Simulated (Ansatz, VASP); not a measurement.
One calculation of TiB2, two programs

```
Ti B
1.0
     2.93832    0.00000    0.00000
    -1.46916    2.54466    0.00000
     0.00000    0.00000    3.22840
Ti B
1 2
Direct
  0.00000 0.00000 0.00000
  0.33333 0.66667 0.50000
  0.66667 0.33333 0.50000
```

Change from the starting cell: equal xx and yy strain of -3 %.

Alike in both runs: task single point; functional PBEsol; k mesh 15 × 15 × 13; occupations fermi-dirac, width 0.08 eV; no spin polarisation.

```csv
,VASP,Ansatz
version,VASP 6.6.1,Ansatz 0.2.0
potentials or method,"VASP PAW PBE potentials, release 64 (Ti_sv, B), cutoff 520 eV","all-electron LAPW, scalar-relativistic"
```

|  | VASP | Ansatz | Ansatz less VASP |
| --- | --- | --- | --- |
| pressure (GPa) | 13.6 | 13.1 | -0.44 |
| largest component of the traceless stress (GPa) | 13.87 | 13.74 | -0.129 |

Ansatz ran all-electron here, so the differences hold the error of VASP's frozen core and of both bases.

Caveats: the PAW data sets were made with another functional, which shifts forces and pressure a little (VASP).
